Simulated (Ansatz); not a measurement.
# A strain series on CdSe (zincblende): xy shear, engineering strain (angle)

CdSe (zincblende), relaxed with r2SCAN in the PAW code Ansatz, then strained (xy shear, engineering strain (angle); angles, axes as in the cell below) with the atoms relaxed again within the symmetry that is left. The symmetry is F-43m (No. 216, cubic); a = 6.136 Å in the conventional setting, 28.87 Å³ an atom. Around Cd lie 4 Se at 2.66 Å; around Se lie 4 Cd at 2.66 Å. The values are computed, spin-unpolarised, and not measurements.

```yaml
crystal:
  lattice:
    - [0.00000, 3.06778, 3.06778]
    - [3.06778, 0.00000, 3.06778]
    - [3.06778, 3.06778, 0.00000]
  atoms:
    - { symbol: Cd, position: [0.00000, 0.00000, 0.00000] }
    - { symbol: Se, position: [0.25000, 0.25000, 0.25000] }
```

Gaps are the least over each mesh (PBE 8×8×8, r2SCAN 8×8×8, HSE06 6×6×6 when unstrained) and the special points, which keep their unstrained names; stress is the change from the unstrained cell, compression positive.

```tsv
strain (%)	gap, PBE (eV)	gap, r2SCAN (eV)	gap, HSE06 (eV)	edges, HSE06	xy stress, r2SCAN (GPa)	energy rise, r2SCAN (meV/atom)
-4.18	0.456	0.930	1.374	Γ	+0.94	3.5
-1.0	0.533	1.014	1.460	Γ	+0.22	0.2
0.0	0.555	1.037	1.483	Γ	0.00	0.0
+1.11	0.531	1.011	1.457	Γ	-0.25	0.3
+2.5	0.498	0.977	1.422	Γ	-0.56	1.3
```

The runs are scalar-relativistic, without spin-orbit coupling.

The meshes of the hybrids are coarse, so their gaps aren't converged to the digits shown.
